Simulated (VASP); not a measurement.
Here is a VASP 6.6.1 calculation.

The input POSCAR:

```
H2Br
1.0
    0.0000000000      2.6941750000      2.6941750000
    2.6941750000      0.0000000000      2.6941750000
    2.6941750000      2.6941750000      0.0000000000
Br H
1 2
Direct
    0.0000000000      0.0000000000      0.0000000000
    0.2500000000      0.2500000000      0.2500000000
    0.7500000000      0.7500000000      0.7500000000
```

The input INCAR.step1:

```
  PREC = Accurate
  ENCUT = 520
  ISMEAR = -1
  SIGMA = 0.0224
  LREAL = False
  LASPH = True
  NELM = 80
  NBANDS = 12
  GGA = PE
  ALGO = Normal
  EDIFF = 1E-4
  LWAVE = True
  LCHARG = False
```

Contents of INCAR.step2:

```
  PREC = Accurate
  ENCUT = 520
  EDIFF = 1E-6
  ISMEAR = -1
  SIGMA = 0.0224
  LREAL = False
  LASPH = True
  NELM = 80
  ALGO = Normal
  ISIF = 2
  LWAVE = False
  LCHARG = True
  METAGGA = R2SCAN
  LMIXTAU = True
  LELF = True
  LVHAR = True
  NBANDS = 12
  ISTART = 1
```

The input KPOINTS:

```
regular mesh
0
Gamma
  8 8 8
```

Potentials or basis: VASP PAW PBE potentials, release 64 (Br, H).

The run is started by

```console
$ cat potpaw_PBE.64/Br/POTCAR potpaw_PBE.64/H/POTCAR > POTCAR
$ cp INCAR.step1 INCAR
$ mpirun -np 1 vasp_std > vasp.out
$ cp INCAR.step2 INCAR
$ mpirun -np 1 vasp_std > vasp.out
```

(1) Predict the band gap on the k mesh.

(2) Estimate the pressure.

Answers

(1) none (metal or under the smearing width).

(2) -8.0 GPa.

Caveat: the PAW data sets were made with another functional, which shifts forces and pressure a little; an odd number of electrons without spin polarisation forces a metal; a magnetic or distorted state may lie lower.
